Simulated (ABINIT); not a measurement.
# GaN (F-43m) in ABINIT: settings compared

The runs below take GaN through single point, with r2SCAN, LDA, PBEsol, PBE.

All numbers are computed with ABINIT 10.8.3 (patched build); they aren't measurements. Logs are shortened: lines on timing, memory, paths and dates and some standing lists are left out, and cuts for length are marked. The log counts tension as positive stress, the text compression.

**The experiment to reproduce.**

From a printed reference work, textbook, for a bulk crystal of GaN at 0 K: band gap 3.299 eV (direct).

The runs below are set against these values where they give the same quantity.

## Step 1: Starting point

It takes space group F-43m (No. 216, cubic). The conventional cell has a = 4.507 Å, b = 4.507 Å, c = 4.507 Å, α = 90.00°, β = 90.00°, γ = 90.00°. Ga (site symmetry -43m) has 4 N at 1.95 Å as nearest neighbours. N (site symmetry -43m) has 4 Ga at 1.95 Å as nearest neighbours.

The cell is a database's computed one.

## Step 2: Single point, r2SCAN

Contents of run.abi:

```
pp_dirpath "./"
pseudos "Ga.GGA_PBE-JTH.xml, N.GGA_PBE-JTH.xml"

acell 3.1869311219 3.1869311219 3.1869311219 Angstrom
rprim
     0.0000000000     0.7071067812     0.7071067812
     0.7071067812     0.0000000000     0.7071067812
     0.7071067812     0.7071067812     0.0000000000
ntypat 2
znucl 31 7
natom 2
typat 1 2
xred
     0.0000000000     0.0000000000     0.0000000000
     0.2500000000     0.2500000000     0.2500000000

ecut 30.0
pawecutdg 52.0

kptopt 1
ngkpt 6 6 6
nshiftk 1
shiftk 0.0 0.0 0.0

ixc -497498
usekden 1
pawxcdev 0

nband 13
occopt 3
tsmear 0.05 eV

nstep 100
tolvrs 1.0e-7

iomode 3
prtwf 0
prteig 0
prtebands 0
prtden 1
prtvha 1
prtvclmb 1
prtpot 1
```

Potentials or basis: JTH PAW PBE v2.0.

Launch:

```bash
abinit run.abi > log 2>&1
```

run.abo:

```text
.Version 10.8.3 of ABINIT
 Symmetries : space group F-4 3 m (#216); Bravais cF (face-center cubic)
================================================================================
 Values of the parameters that define the memory need of the present run
     intxc =       0    ionmov =       0      iscf =      17    lmnmax =      18
     lnmax =       6     mgfft =      30  mpssoang =       3    mqgrid =    3001
     natom =       2  nloc_mem =       2    nspden =       1   nspinor =       1
    nsppol =       1      nsym =      24    n1xccc =       1    ntypat =       2
    occopt =       3   xclevel =       2
       mpw =        1227          nfft =       27000          nkpt =          16
 PAW method is used; the additional fine FFT grid is defined by:
   mgfftf=        40    nfftf =     64000
================================================================================
================================================================================

--------------------------------------------------------------------------------
------------- Echo of variables that govern the present computation ------------
--------------------------------------------------------------------------------
 -outvars: echo values of preprocessed input variables --------
            acell      6.0224270025E+00  6.0224270025E+00  6.0224270025E+00 Bohr
              amu      6.97230000E+01  1.40067400E+01
             ecut      3.00000000E+01 Hartree
              ixc     -497498
         kptrlatt        6    0    0      0    6    0      0    0    6
          kptrlen      3.61345620E+01
            natom           2
            nband          13
            ngfft          30      30      30
          ngfftdg          40      40      40
             nkpt          16
            nstep         100
             nsym          24
           ntypat           2
           occopt           3
        pawecutdg      5.20000000E+01 Hartree
         pawxcdev           0
        prtebands           0
           prteig           0
          prtkden           1
           prtpot           1
         prtvclmb           1
           prtvha           1
            prtwf           0
            rprim      0.0000000000E+00  7.0710678120E-01  7.0710678120E-01
                       7.0710678120E-01  0.0000000000E+00  7.0710678120E-01
                       7.0710678120E-01  7.0710678120E-01  0.0000000000E+00
          spgroup         216
           tolvrs      1.00000000E-07
           tsmear      1.83746611E-03 Hartree
            typat      1  2
          usekden           1
           useylm           1
           xangst      0.0000000000E+00  0.0000000000E+00  0.0000000000E+00
                       1.1267503038E+00  1.1267503038E+00  1.1267503038E+00
            xcart      0.0000000000E+00  0.0000000000E+00  0.0000000000E+00
                       2.1292494864E+00  2.1292494864E+00  2.1292494864E+00
             xred      0.0000000000E+00  0.0000000000E+00  0.0000000000E+00
                       2.5000000000E-01  2.5000000000E-01  2.5000000000E-01
            znucl       31.00000    7.00000

================================================================================

 chkinp: Checking input parameters for consistency.

================================================================================
== DATASET  1 ==================================================================

--- !DatasetInfo
iteration_state: {dtset: 1, }
dimensions: {natom: 2, nkpt: 16, mband: 13, nsppol: 1, nspinor: 1, nspden: 1, mpw: 1227, }
cutoff_energies: {ecut:  30.0, pawecutdg:  52.0, }
electrons: {nelect:   1.80000000E+01, charge:   0.00000000E+00, occopt:   3.00000000E+00, tsmear:   1.83746611E-03, }
meta: {optdriver: 0, ionmov: 0, optcell: 0, iscf: 17, paral_kgb: 0, }
...

 Real(R)+Recip(G) space primitive vectors, cartesian coordinates (Bohr,Bohr^-1):
 R(1)=  0.0000000  4.2584990  4.2584990  G(1)= -0.1174123  0.1174123  0.1174123
 R(2)=  4.2584990  0.0000000  4.2584990  G(2)=  0.1174123 -0.1174123  0.1174123
 R(3)=  4.2584990  4.2584990  0.0000000  G(3)=  0.1174123  0.1174123 -0.1174123
 Unit cell volume ucvol=  1.5445417E+02 bohr^3
 Angles (23,13,12)=  6.00000000E+01  6.00000000E+01  6.00000000E+01 degrees

 Coarse grid specifications (used for wave-functions):

 getcut: wavevector=  0.0000  0.0000  0.0000  ngfft=  30  30  30
         ecut(hartree)=     30.000   => boxcut(ratio)=   2.02258

 Fine grid specifications (used for densities):

 getcut: wavevector=  0.0000  0.0000  0.0000  ngfft=  40  40  40
         ecut(hartree)=     52.000   => boxcut(ratio)=   2.04608

--- Pseudopotential description ------------------------------------------------
- pspini: atom type   1  psp file is ./Ga.GGA_PBE-JTH.xml
 Pseudopotential format is: paw10
 basis_size (lnmax)=  6 (lmn_size= 18), orbitals=   0   0   1   1   2   2
 Spheres core radius: rc_sph= 2.10359248
 Shapefunction is BESSEL type: shapef(r,l)=aa(1,l)*jl(q(1,l)*r)+aa(2,l)*jl(q(2,l)*r)
 Radius for shape functions =  1.80829011
 Compensation charge density is not taken into account in XC energy/potential

- pspini: atom type   2  psp file is ./N.GGA_PBE-JTH.xml
 Pseudopotential format is: paw10
 basis_size (lnmax)=  4 (lmn_size=  8), orbitals=   0   0   1   1
 Spheres core radius: rc_sph= 1.20497474
 Shapefunction is SIN type: shapef(r)=[sin(pi*r/rshp)/(pi*r/rshp)]**2
 Radius for shape functions =  1.00243812
 Compensation charge density is not taken into account in XC energy/potential

   4.80804022E+02                                ecore*ucvol(ha*bohr**3)
--------------------------------------------------------------------------------

================================================================================

--- !BeginCycle
iteration_state: {dtset: 1, }
solver: {iscf: 17, nstep: 100, nline: 4, wfoptalg: 10, }
tolerances: {tolvrs: 1.00E-07, }
...

     iter   Etot(hartree)      deltaE(h)  residm     nres2
 ETOT  1  -81.658437702579    -8.166E+01 8.072E-01 1.796E+01
 ETOT  2  -82.025850921366    -3.674E-01 1.878E-02 1.409E+00
 ETOT  3  -82.026438978050    -5.881E-04 2.877E-03 2.798E-01
 ETOT  4  -82.026871008663    -4.320E-04 1.139E-03 3.654E-02
 ETOT  5  -82.026880013256    -9.005E-06 1.419E-03 2.201E-03
 ETOT  6  -82.026906415185    -2.640E-05 5.349E-04 1.145E-03
 ETOT  7  -82.026907164005    -7.488E-07 3.924E-04 4.946E-05
 ETOT  8  -82.026907064804     9.920E-08 1.178E-04 3.548E-06
 ETOT  9  -82.026907077948    -1.314E-08 8.308E-05 1.715E-07
 ETOT 10  -82.026907082299    -4.351E-09 2.388E-05 5.923E-08

 At SCF step   10       nres2   =  5.92E-08 < tolvrs=  1.00E-07 =>converged.

Result for kinetic energy density :

--------------------------------------------------------------------------------
 Total kinetic energy density [Ha/Bohr^3]
)     Maximum=    2.6855E+00  at reduced coord.    0.2500    0.2500    0.2500
)     Minimum=    3.8530E-03  at reduced coord.    0.7500    0.7500    0.7500
   Integrated=    1.0846E+01
--------------------------------------------------------------------------------

 Cartesian components of stress tensor (hartree/bohr^3)
  sigma(1 1)= -8.75059283E-05  sigma(3 2)=  0.00000000E+00
  sigma(2 2)= -8.75059283E-05  sigma(3 1)=  0.00000000E+00
  sigma(3 3)= -8.75059283E-05  sigma(2 1)=  0.00000000E+00

--- !ResultsGS
iteration_state: {dtset: 1, }
comment   : Summary of ground state results
lattice_vectors:
- [  0.0000000,   4.2584990,   4.2584990, ]
- [  4.2584990,   0.0000000,   4.2584990, ]
- [  4.2584990,   4.2584990,   0.0000000, ]
lattice_lengths: [   6.02243,    6.02243,    6.02243, ]
lattice_angles: [ 60.000,  60.000,  60.000, ] # degrees, (23, 13, 12)
lattice_volume:   1.5445417E+02
convergence: {deltae: -4.351E-09, res2:  5.923E-08, residm:  2.388E-05, diffor: null, }
etotal    :  -8.20269071E+01
entropy   :   0.00000000E+00
fermie    :   2.41831008E-01
cartesian_stress_tensor: # hartree/bohr^3
- [ -8.75059283E-05,   0.00000000E+00,   0.00000000E+00, ]
- [  0.00000000E+00,  -8.75059283E-05,   0.00000000E+00, ]
- [  0.00000000E+00,   0.00000000E+00,  -8.75059283E-05, ]
pressure_GPa:   2.5745E+00
xred      :
- [  0.0000E+00,   0.0000E+00,   0.0000E+00, Ga]
- [  2.5000E-01,   2.5000E-01,   2.5000E-01,  N]
cartesian_forces: # hartree/bohr
- [ -2.52919655E-28,   7.01993060E-45,   2.52919655E-28, ]
- [  2.52919655E-28,  -7.01993060E-45,  -2.52919655E-28, ]
force_length_stats: {min:   3.57682406E-28, max:   3.57682406E-28, mean:   3.57682406E-28, }
...

 Integrated electronic density in atomic spheres:
 ------------------------------------------------
 Atom  Sphere_radius  Integrated_density
    1        2.10359         11.16875075
    2        1.20497          2.57254383

================================================================================

 ----iterations are completed or convergence reached----

 Mean square residual over all n,k,spin=   11.491E-08; max=  23.885E-06
 reduced coordinates (array xred) for    2 atoms
       0.000000000000      0.000000000000      0.000000000000
       0.250000000000      0.250000000000      0.250000000000
 rms dE/dt=  1.2437E-27; max dE/dt=  2.1541E-27; dE/dt below (all hartree)
    1       0.000000000000      0.000000000000      0.000000000000
    2       0.000000000000      0.000000000000     -0.000000000000

 cartesian coordinates (angstrom) at end:
    1      0.00000000000000     0.00000000000000     0.00000000000000
    2      1.12675030375641     1.12675030375641     1.12675030375641

 cartesian forces (hartree/bohr) at end:
    1     -0.00000000000000     0.00000000000000     0.00000000000000
    2      0.00000000000000    -0.00000000000000    -0.00000000000000
 frms,max,avg= 2.0650803E-28 2.5291965E-28   0.000E+00  0.000E+00  0.000E+00 h/b

 cartesian forces (eV/Angstrom) at end:
    1     -0.00000000000000     0.00000000000000     0.00000000000000
    2      0.00000000000000    -0.00000000000000    -0.00000000000000
 frms,max,avg= 1.0619070E-26 1.3005652E-26   0.000E+00  0.000E+00  0.000E+00 e/A
 length scales=  6.022427002523  6.022427002523  6.022427002523 bohr
              =  3.186931121900  3.186931121900  3.186931121900 angstroms
 Fermi (or HOMO) energy (hartree) =   0.24183   Average Vxc (hartree)=  -0.41183
 Eigenvalues (hartree) for nkpt=  16  k points:
 kpt#   1, nband= 13, wtk=  0.00463, kpt=  0.0000  0.0000  0.0000 (reduced coord)
  -0.41406   -0.30603   -0.30603   -0.30603   -0.29306   -0.29306    0.20191    0.20191
   0.20191    0.27966    0.60629    0.60629    0.60629
      occupation numbers for kpt#   1
   2.00000    2.00000    2.00000    2.00000    2.00000    2.00000    2.00000    2.00000
   2.00000    0.00000    0.00000    0.00000    0.00000
 prteigrs : prtvol=0 or 1, do not print more k-points.

--- !EnergyTerms
iteration_state     : {dtset: 1, }
comment             : Components of total free energy in Hartree
kinetic             :  1.08462261072871E+01
hartree             :  2.34861037776229E+01
xc                  : -4.15678338682059E+00
Ewald energy        : -5.83371585173986E+01
psp_core            :  3.11292355837471E+00
local_psp           : -6.50562181852734E+01
PAW spherical_terms :  8.07799779799540E+00
internal            : -8.20269088482125E+01
'-kT*entropy'       : -8.54714248090060E-13
total_energy        : -8.20269088482134E+01
total_energy_eV     : -2.23206589923261E+03
...

--- !EnergyTermsDC
iteration_state     : {dtset: 1, }
comment             : '"Double-counting" decomposition of free energy'
band_energy         : -3.14927927024156E+00
Ewald energy        : -5.83371585173986E+01
psp_core            :  3.11292355837471E+00
xc_dc               : -2.23353364823982E+01
PAW spherical_terms : -1.31805637063473E+00
internal            : -8.20269070822984E+01
'-kT*entropy'       : -8.54714248090060E-13
total_energy_dc     : -8.20269070822993E+01
total_energy_dc_eV  : -2.23206585117964E+03
...

--- !EnergyTermsWithPAWCore
iteration_state     : {dtset: 1, }
comment             : 'Components of total free energy, including PAW core contributions'
Total energy        : -1.99914943949465E+03
Total energy DC     : -1.99914943772874E+03
Total energy (eV)   : -5.43996275615254E+04
Total energy DC (eV): -5.43996275134724E+04
...

 Cartesian components of stress tensor (hartree/bohr^3)
  sigma(1 1)= -8.75059283E-05  sigma(3 2)=  0.00000000E+00
  sigma(2 2)= -8.75059283E-05  sigma(3 1)=  0.00000000E+00
  sigma(3 3)= -8.75059283E-05  sigma(2 1)=  0.00000000E+00

-Cartesian components of stress tensor (GPa)         [Pressure=  2.5745E+00 GPa]
- sigma(1 1)= -2.57451330E+00  sigma(3 2)=  0.00000000E+00
- sigma(2 2)= -2.57451330E+00  sigma(3 1)=  0.00000000E+00
- sigma(3 3)= -2.57451330E+00  sigma(2 1)=  0.00000000E+00

== END DATASET(S) ==============================================================
================================================================================

 -outvars: echo values of variables after computation  --------
            acell      6.0224270025E+00  6.0224270025E+00  6.0224270025E+00 Bohr
           etotal     -8.2026907082E+01
            fcart     -2.5291965459E-28  7.0199305976E-45  2.5291965459E-28
                       2.5291965459E-28 -7.0199305976E-45 -2.5291965459E-28
            rprim      0.0000000000E+00  7.0710678120E-01  7.0710678120E-01
                       7.0710678120E-01  0.0000000000E+00  7.0710678120E-01
                       7.0710678120E-01  7.0710678120E-01  0.0000000000E+00
           strten     -8.7505928330E-05 -8.7505928330E-05 -8.7505928330E-05
                       0.0000000000E+00  0.0000000000E+00  0.0000000000E+00
           xangst      0.0000000000E+00  0.0000000000E+00  0.0000000000E+00
                       1.1267503038E+00  1.1267503038E+00  1.1267503038E+00
             xred      0.0000000000E+00  0.0000000000E+00  0.0000000000E+00
                       2.5000000000E-01  2.5000000000E-01  2.5000000000E-01
 Calculation completed.
```

It took 26 s on 1 thread of Intel Xeon Platinum 8488C (Sapphire Rapids), shared host; peak memory 0.12 GiB.

What came out:

```yaml
Free_energy: -2232.0659 eV
Pressure: 2.6 GPa
Band_gap_on_the_k_mesh: 2.12 eV, direct
Valence_electrons_inside_the_program's_atomic_spheres: Ga 11.17; N 2.57
```

Levels at points of the mesh, in eV from the valence-band top:
```tsv
k point	band 5	band 6	band 7	band 8	band 9	band 10	band 11	band 12	band 13
(0.00, 0.00, 0.00)	-13.47	-13.47	0.00	0.00	0.00	2.12	11.00	11.00	11.00
(0.50, 0.00, 0.00)	-13.42	-12.34	-7.18	-1.00	-1.00	5.17	9.43	11.00	11.00
(0.50, 0.50, 0.00)	-13.39	-11.97	-6.23	-2.79	-2.79	3.73	7.25	12.59	14.95
```

Caveat: totals of a meta-GGA on PAW files have another zero than those of a GGA; the PAW data sets were made with another functional, which shifts forces and pressure a little.

(Continued in part 2 of 2.)
